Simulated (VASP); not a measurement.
# Si (Fd-3m) in VASP: elastic constants with r2SCAN

Aim: the elastic constants of Si with r2SCAN.

All numbers are computed with VASP 6.6.1; they aren't measurements. Logs are shortened: lines on timing, memory, paths and dates and some standing lists are left out, and cuts for length are marked.

## Step 1: The structure

Symmetry: Fd-3m, No. 227, cubic system. The conventional cell has a = 5.427 Å, b = 5.427 Å, c = 5.427 Å, α = 90.00°, β = 90.00°, γ = 90.00°. Si (site symmetry -43m) is surrounded by 4 Si at 2.35 Å.

## Step 2: Elastic constants, r2SCAN

Contents of POSCAR:

```
Si
1.0
    0.0000000000      2.7135600000      2.7135600000
    2.7135600000      0.0000000000      2.7135600000
    2.7135600000      2.7135600000      0.0000000000
Si
2
Direct
    0.7500000000      0.7500000000      0.7500000000
    0.5000000000      0.5000000000      0.5000000000
```

Contents of INCAR.step1:

```
PREC     = Accurate       # precision mode
ENCUT    = 600            # plane-wave cutoff, eV
EDIFF    = 1E-8           # SCF threshold, eV
ISMEAR   = 0              # smearing method
SIGMA    = 0.02           # smearing width, eV
LREAL    = F              # projectors in reciprocal space
LASPH    = T              # aspherical terms in the spheres
NELM     = 60             # most SCF steps
ALGO     = Normal         # electronic algorithm
ISIF     = 3              # what is computed and relaxed
LWAVE    = F              # write WAVECAR
LCHARG   = F              # write CHGCAR
METAGGA  = R2SCAN         # meta-GGA
LMIXTAU  = T            
IBRION   = 2              # ionic algorithm
NSW      = 40             # ionic steps
EDIFFG   = -0.002         # ionic threshold
```

Contents of INCAR.step2:

```
PREC     = Accurate       # precision mode
ENCUT    = 600            # plane-wave cutoff, eV
EDIFF    = 1E-8           # SCF threshold, eV
ISMEAR   = 0              # smearing method
SIGMA    = 0.02           # smearing width, eV
LREAL    = F              # projectors in reciprocal space
LASPH    = T              # aspherical terms in the spheres
NELM     = 60             # most SCF steps
ALGO     = Normal         # electronic algorithm
ISIF     = 3              # what is computed and relaxed
LWAVE    = F              # write WAVECAR
LCHARG   = F              # write CHGCAR
METAGGA  = R2SCAN         # meta-GGA
LMIXTAU  = T            
IBRION   = 6              # ionic algorithm
NFREE    = 2            
POTIM    = 0.015          # step
NSW      = 1              # ionic steps
```

Contents of KPOINTS:

```
regular mesh
0
Gamma
  10 10 10
```

Potentials or basis: VASP PAW PBE potentials, release 64 (Si).

Started as:

```console
$ cat potpaw_PBE.64/Si/POTCAR > POTCAR
$ cp INCAR.step1 INCAR
$ mpirun -np 1 vasp_std > vasp.out
$ cp CONTCAR POSCAR
$ cp INCAR.step2 INCAR
$ mpirun -np 1 vasp_std > vasp.out
```

OUTCAR:

```text
PREC = Accurate
   ENCUT = 600
   EDIFF = 1E-8
   ISMEAR = 0
   LREAL = F
   LASPH = T
   NELM = 60
   ISIF = 3
   METAGGA = R2SCAN
   IBRION = 6
   NFREE = 2
   POTIM = 0.015
   NSW = 1

 ion  position               nearest neighbor table
   1  0.750  0.750  0.750-   2 2.36   2 2.36   2 2.36   2 2.36
   2  0.500  0.500  0.500-   1 2.36   1 2.36   1 2.36   1 2.36

  LATTYP: Found a face centered cubic cell.
 ALAT       =     5.4397140305

  Lattice vectors:

 A1 = (   0.0000000000,   2.7198570152,   2.7198570152)
 A2 = (   2.7198570152,   0.0000000000,   2.7198570152)
 A3 = (   2.7198570152,   2.7198570152,   0.0000000000)

Analysis of symmetry for initial positions (statically):
=====================================================================
 Subroutine PRICEL returns:
 Original cell was already a primitive cell.

 Routine SETGRP: Setting up the symmetry group for a
 face centered cubic supercell.

 Subroutine GETGRP returns: Found 48 space group operations
 (whereof 24 operations were pure point group operations)
 out of a pool of 48 trial point group operations.

The static configuration has the point symmetry T_d .
 The point group associated with its full space group is O_h .

Analysis of symmetry for dynamics (positions and initial velocities):
=====================================================================
 Subroutine PRICEL returns:
 Original cell was already a primitive cell.

 Routine SETGRP: Setting up the symmetry group for a
 face centered cubic supercell.

 Subroutine GETGRP returns: Found 48 space group operations
 (whereof 24 operations were pure point group operations)
 out of a pool of 48 trial point group operations.

The dynamic configuration has the point symmetry T_d .
 The point group associated with its full space group is O_h .

 Subroutine INISYM returns: Found 48 space group operations
 (whereof 24 operations are pure point group operations),
 and found     1 'primitive' translations

----------------------------------------------------------------------------------------

                                     Primitive cell

  volume of cell :      40.2409

  direct lattice vectors                    reciprocal lattice vectors
     0.000000000  2.719857015  2.719857015    -0.183833193  0.183833193  0.183833193
     2.719857015  0.000000000  2.719857015     0.183833193 -0.183833193  0.183833193
     2.719857015  2.719857015  0.000000000     0.183833193  0.183833193 -0.183833193

  length of vectors
     3.846458679  3.846458679  3.846458679     0.318408431  0.318408431  0.318408431

  position of ions in fractional coordinates (direct lattice)
     0.750000000  0.750000000  0.750000000
     0.500000000  0.500000000  0.500000000

  ion indices of the primitive-cell ions
   primitive index   ion index
                 1           1
                 2           2

----------------------------------------------------------------------------------------

 KPOINTS: regular mesh

Automatic generation of k-mesh.
 Grid dimensions read from file:
 generate k-points for:   10   10   10

 Generating k-lattice:

[... 103 lines left out ...]

 Free energy of the ion-electron system (eV)
  ---------------------------------------------------
  ext. energy  EPLUGINS =         0.00000000
  ---------------------------------------------------
  free energy    TOTEN  =       -17.54959174 eV

  energy without entropy =      -17.54959174  energy(sigma->0) =      -17.54959174

------------------------ aborting loop because EDIFF is reached ----------------------------------------

  FORCE on cell =-STRESS in cart. coord.  units (eV):
  Direction    XX          YY          ZZ          XY          YZ          ZX
  --------------------------------------------------------------------------------------
  -------------------------------------------------------------------------------------
  Total        0.0012913      0.0012913      0.0012913      0.0000000      0.0000000     -0.0000000
  in kB        0.0514125      0.0514125      0.0514125      0.0000000      0.0000000     -0.0000000
  external PRESSURE =       0.0514125 kB  Pullay stress =       0.0000000 kB
[... 89 lines left out ...]
  FREE ENERGIE OF THE ION-ELECTRON SYSTEM (eV)
  ---------------------------------------------------
  free  energy   TOTEN  =       -17.5447710849 eV

  energy  without entropy=      -17.5447710849  energy(sigma->0) =      -17.54477108

[... ionic steps 4 to 12 ...]

--------------------------------------- Ionic step       13  -------------------------------------------

 number of electron       8.0000000 magnetization

------------------------ aborting loop because EDIFF is reached ----------------------------------------
[... 67 lines left out ...]
--------------------------------------- Ionic step       15  -------------------------------------------

 number of electron       8.0000000 magnetization

 Free energy of the ion-electron system (eV)
  ---------------------------------------------------
  ext. energy  EPLUGINS =         0.00000000
  ---------------------------------------------------
  free energy    TOTEN  =       -17.54802964 eV

  energy without entropy =      -17.54802964  energy(sigma->0) =      -17.54802964

 E-fermi :   5.8952     XC(G=0):  -9.8354

 val. band max:        5.7640080920   @ k =   0.0000   0.0000   0.0000
 cond. band min:       6.4741375813   @ k =   0.0000   0.4000   0.4000
 fundamental gap:      0.7101294893
 Fermi energy:         5.8952183528

 k-point     1 :       0.0000    0.0000    0.0000
  band No.  band energies     occupation
      1      -6.8039      2.00000
      2       5.6106      2.00000
      3       5.6879      2.00000
      4       5.7640      2.00000
      5       8.3980      0.00000
      6       8.4425      0.00000
      7       8.4886      0.00000
      8       9.6147      0.00000
[... 243 lines left out ...]
 k-point    24 :       0.4000    0.3000    0.0000
  band No.  band energies     occupation
      1      -4.5332      2.00000
      2       0.0466      2.00000
      3       2.7280      2.00000
      4       3.1283      2.00000
      5       6.9484      0.00000
      6       8.2068      0.00000
      7      13.1393      0.00000
      8      13.2505      0.00000

 [... further k-points ...]
[... 5 lines left out ...]
  --------------------------------------------------------------------------------------
  -------------------------------------------------------------------------------------
  Total        0.0007903      0.0045229      0.0045229      0.0000000      0.1425506      0.0000000
  in kB        0.0314664      0.1800757      0.1800757      0.0000000      5.6755933      0.0000000
  external PRESSURE =       0.1305393 kB  Pullay stress =       0.0000000 kB
[... 17 lines left out ...]
  FREE ENERGIE OF THE ION-ELECTRON SYSTEM (eV)
  ---------------------------------------------------
  free  energy   TOTEN  =       -17.5480296360 eV

  energy  without entropy=      -17.5480296360  energy(sigma->0) =      -17.54802964

 INTERNAL STRAIN TENSORS FROM STRAINED CELLS
 ============================================

 INTERNAL STRAIN TENSOR FOR ION    1 for displacements in x,y,z  (eV/Angst):
          X           Y           Z          XY          YZ          ZX
  --------------------------------------------------------------------------------
  x     0.00000     0.00000    -0.00000    -0.00000    -9.50546     0.00000
  y    -0.00000     0.00000     0.00000    -0.00000     0.00000    -9.50359
  z    -0.00000    -0.00000     0.00000    -9.50495    -0.00000     0.00000

 INTERNAL STRAIN TENSORS FROM DISPLACED ATOMS
 ============================================

 INTERNAL STRAIN TENSOR FOR ION    1 for displacements in x,y,z  (eV/Angst):
          X           Y           Z          XY          YZ          ZX
  --------------------------------------------------------------------------------
  x    -0.00000     0.00000     0.00000     0.00000    -9.50288     0.00000
  y     0.00000     0.00000     0.00000     0.00000     0.00000    -9.50288
  z     0.00000     0.00000    -0.00000    -9.50288     0.00000     0.00000

 INTERNAL STRAIN TENSOR FOR ION    2 for displacements in x,y,z  (eV/Angst):
          X           Y           Z          XY          YZ          ZX
  --------------------------------------------------------------------------------
  x     0.00000     0.00000     0.00000     0.00000     9.50288     0.00000
  y     0.00000    -0.00000     0.00000     0.00000     0.00000     9.50288
  z     0.00000     0.00000     0.00000     9.50288     0.00000     0.00000

 Eigenvectors and eigenvalues of the dynamical matrix
 ----------------------------------------------------

   1 f  =   15.546941 THz    97.684313 2PiTHz  518.590138 cm-1    64.296954 meV
             X         Y         Z           dx          dy          dz
      4.079786  4.079786  4.079786     0.000000   -0.707107    0.000000
      2.719857  2.719857  2.719857     0.000000    0.707107    0.000000
[... 21 lines left out ...]
   6 f  =    0.000000 THz     0.000000 2PiTHz    0.000000 cm-1     0.000000 meV
             X         Y         Z           dx          dy          dz
      4.079786  4.079786  4.079786     0.000000    0.000000    0.707107
      2.719857  2.719857  2.719857     0.000000    0.000000    0.707107

--------------------------------------------------------------------------------------------------------

 ELASTIC MODULI CONTR FROM IONIC RELAXATION (kBar)
 Direction    XX          YY          ZZ          XY          YZ          ZX
 --------------------------------------------------------------------------------
 XX          -0.0000      0.0000      0.0000      0.0000     -0.0000      0.0000
 YY           0.0000     -0.0000      0.0000      0.0000      0.0000      0.0000
 ZZ           0.0000      0.0000     -0.0000     -0.0000      0.0000      0.0000
 XY           0.0000      0.0000     -0.0000   -258.8930      0.0000      0.0000
 YZ          -0.0000      0.0000      0.0000      0.0000   -258.8930      0.0000
 ZX           0.0000      0.0000      0.0000      0.0000      0.0000   -258.8930
 --------------------------------------------------------------------------------

 TOTAL ELASTIC MODULI (kBar)
 Direction    XX          YY          ZZ          XY          YZ          ZX
 --------------------------------------------------------------------------------
 XX        1688.1560    618.6806    618.6806     -0.0000     -0.0000      0.0000
 YY         618.6806   1688.1560    618.6806      0.0000     -0.0000      0.0000
 ZZ         618.6806    618.6806   1688.1560      0.0000      0.0000      0.0000
 XY          -0.0000      0.0000      0.0000    825.5195      0.0000      0.0000
 YZ          -0.0000     -0.0000      0.0000      0.0000    825.5195      0.0000
 ZX           0.0000      0.0000      0.0000      0.0000      0.0000    825.5195
 --------------------------------------------------------------------------------
```

It took 31 min on 1 thread of Intel Xeon Platinum 8488C (Sapphire Rapids), shared host; peak memory 0.29 GiB.

Results:

| Quantity | Value |
| --- | --- |
| Relaxed volume | 20.12 Å³/atom |
| Relaxed cell | a = 3.846 Å, b = 3.846 Å, c = 3.846 Å, α = 60.00°, β = 60.00°, γ = 60.00° |
| Space group after relaxing (to 0.05 Å) | Fd-3m (No. 227) |
| Elastic constants C11, C12, C44 | 169, 62, 83 GPa |
| Voigt bulk modulus | 98 GPa |
| Highest phonon frequency at Γ | 519 cm⁻¹ |

Step by step:
```
step  energy change (eV)  largest force (eV/Å)  pressure (GPa)  volume (Å³)
   1              0.0000                0.0000            0.69        39.96
   2             -0.0002                0.0000           -0.53        40.46
   3             -0.0006                0.0000            0.00        40.24
```

Final structure:
```
Si
1.0
     0.00000    2.71986    2.71986
     2.71986    0.00000    2.71986
     2.71986    2.71986    0.00000
Si
2
Cartesian
  4.0798 4.0798 4.0798
  2.7199 2.7199 2.7199
```

Phonon frequencies in cm⁻¹ (negative: imaginary):
```
              q point        frequencies
(0.000, 0.000, 0.000)  0 0 0 519 519 519
```

Elastic tensor in Voigt notation (GPa, in the Cartesian axes of the cell as first typed):
```
169  62  62   0   0   0
 62 169  62   0   0   0
 62  62 169   0   0   0
  0   0   0  83   0   0
  0   0   0   0  83   0
  0   0   0   0   0  83
```

Clamped-ion elastic tensor (GPa):
```
169  62  62   0   0   0
 62 169  62   0   0   0
 62  62 169   0   0   0
  0   0   0 108   0   0
  0   0   0   0 108   0
  0   0   0   0   0 108
```

Caveat: the PAW data sets were made with another functional, which shifts forces and pressure a little.
